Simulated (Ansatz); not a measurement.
The system is P.

```xyz
4
Lattice="1.6477 -5.4650 0.0000 1.6477 5.4650 0.0000 0.0000 0.0000 4.5436" Properties=species:S:1:pos:R:3 pbc="T T T"
P     1.6477   -4.4173    2.6754
P     1.6477    4.4173    1.8683
P     1.6477   -1.0477    0.4035
P     1.6477    1.0477    4.1401
```

Base run:

| Quantity | Value |
| --- | --- |
| Program | Ansatz 0.2.0 |
| Functional | HSE06 form with a typed share of exact exchange |
| Potentials or basis | Ansatz PAW |
| Cutoff | 420 eV (not typed: the program's choice for these potentials) |
| k mesh | 5 × 5 × 4 |
| Occupations | fermi-dirac, width 0.05 eV |
| Spin | no spin polarisation |

Its results: band gap on the k mesh 0.66 eV, direct; pressure 1.2 GPa; largest force 0.226 eV/Å.

Q: The run is repeated on the same cell with these changes: share of exact exchange from 0.1 to 0.5. What comes out?

A: Band gap on the k mesh 1.72 eV, direct; pressure -2.1 GPa; largest force 0.334 eV/Å.

Caveats: odd divisions of the mesh miss points on the zone boundary, where band edges often lie, so the gap on the mesh can be too wide; the PAW data sets come from PBE, with cores solved anew for the run's functional, which leaves a small shift of forces and pressure; the thresholds are loose for stress.

A k mesh can miss the band edges.
